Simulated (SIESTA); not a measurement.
Input of a SIESTA 5.4.2 run:

ZnS.fdf

```
SystemName                      ZnS
SystemLabel                     ZnS
NumberOfSpecies                 2
NumberOfAtoms                   2
%block ChemicalSpeciesLabel
  1  30 Zn
  2  16 S
%endblock ChemicalSpeciesLabel

LatticeConstant                 1.0 Ang
%block LatticeVectors
     0.0000000000     2.7020000000     2.7020000000
     2.7020000000     0.0000000000     2.7020000000
     2.7020000000     2.7020000000     0.0000000000
%endblock LatticeVectors
AtomicCoordinatesFormat         Fractional
%block AtomicCoordinatesAndAtomicSpecies
     0.7500000000     0.7500000000     0.7500000000  1  Zn
     0.0000000000     0.0000000000     0.0000000000  2  S
%endblock AtomicCoordinatesAndAtomicSpecies

%block kgrid.MonkhorstPack
    9   0   0  0.0
    0   9   0  0.0
    0   0   9  0.0
%endblock kgrid.MonkhorstPack
XC.Functional                   GGA
XC.Authors                      PBEsol
PAO.BasisSize                   DZP
PAO.EnergyShift                 0.003 Ry
Mesh.Cutoff                     800 Ry
OccupationFunction              FD
ElectronicTemperature           0.05 eV
MaxSCFIterations                120
SCF.MustConverge                false
SCF.Mixer.Method                Pulay
SCF.Mixer.Weight                0.25
SCF.Mixer.History               8
SCF.DM.Tolerance                5.0e-05
SCF.H.Tolerance                 1.0e-03 eV
WriteForces                     true
Charge.Mulliken                 end
BandLinesScale                  ReciprocalLatticeVectors
%block BandLines
    1    0.000000   0.000000   0.000000  \Gamma
   12    0.500000   0.000000   0.500000  X
    6    0.500000   0.250000   0.750000  W
    4    0.375000   0.375000   0.750000  K
   13    0.000000   0.000000   0.000000  \Gamma
   11    0.500000   0.500000   0.500000  L
    8    0.625000   0.250000   0.625000  U
    4    0.500000   0.250000   0.750000  W
    9    0.500000   0.500000   0.500000  L
    8    0.375000   0.375000   0.750000  K
    1    0.625000   0.250000   0.625000  U
    4    0.500000   0.000000   0.500000  X
%endblock BandLines
%block PAO.Basis
  Zn 5
  n=3 0 2
    2.276 0.000
  n=4 0 2
    6.317 0.000
  n=3 1 2
    2.537 0.000
  n=4 1 1
    6.317
  n=3 2 2
    4.164 0.000
%endblock PAO.Basis
```

Potentials or basis: PseudoDojo 0.4 standard (PBEsol files), DZP (energy shift 0.003 Ry; two zetas on semicore shells).

The run is started by

```sh
$ siesta ZnS.fdf > ZnS.out 2>&1
```

**Question.** Predict the pressure.

**Answer.** -1.1 GPa.

**Question.** Estimate the band gap along the path.

**Answer.** 2.36 eV, direct.

**Question.** Estimate the band gap on the k mesh.

**Answer.** 2.36 eV, direct.

Levels at the corners of the path, in eV from the valence-band top:
| point | band 11 | band 12 | band 13 | band 14 | band 15 | band 16 |
| --- | --- | --- | --- | --- | --- | --- |
| Γ | 0.00 | 0.00 | 0.00 | 2.36 | 6.41 | 6.41 |
| X | -4.66 | -2.21 | -2.21 | 3.46 | 4.25 | 11.12 |
| W | -4.62 | -2.76 | -2.73 | 5.79 | 6.41 | 8.34 |
| K | -4.66 | -3.14 | -1.80 | 4.25 | 6.26 | 9.87 |
| Γ | 0.00 | 0.00 | 0.00 | 2.36 | 6.41 | 6.41 |
| L | -5.32 | -0.86 | -0.86 | 3.55 | 6.94 | 6.94 |
| U | -4.66 | -3.14 | -1.80 | 4.25 | 6.26 | 9.87 |
| W | -4.62 | -2.76 | -2.73 | 5.79 | 6.41 | 8.34 |
| L | -5.32 | -0.86 | -0.86 | 3.55 | 6.94 | 6.94 |
| K | -4.66 | -3.14 | -1.80 | 4.25 | 6.26 | 9.87 |
| U | -4.66 | -3.14 | -1.80 | 4.25 | 6.26 | 9.87 |
| X | -4.66 | -2.21 | -2.21 | 3.46 | 4.25 | 11.12 |

Caveat: short orbitals over semicore shells can move pressures by several GPa; the valence orbitals were made in a potential fitted to the semicore shell under them, which widens gaps by tenths of an eV or more; the basis of atomic orbitals isn't converged, which shifts pressures, moduli and gaps.

**Experimental background.**

From “Electronic, vibrational, and thermodynamic properties of ZnS (zincblende and rocksalt structure)”, 2009, arxiv:0911.5022, for a bulk crystal of ZnS at 19 K: band gap 3.85 eV (direct).

Against the measured gap of ZnS, 3.85 eV (direct; 19 K; quoted in “Electronic, vibrational, and thermodynamic properties of ZnS (zincblende and rocksalt structure)”, 2009, arxiv:0911.5022), the calculated 2.36 eV is off by -1.49 eV. The value is that of PBEsol in an atomic basis (PseudoDojo 0.4 standard (PBEsol files), DZP (energy shift 0.003 Ry; two zetas on semicore shells)), whose error adds to the functional's,, without temperature or zero-point motion. Semilocal functionals fall short of measured gaps as a rule.
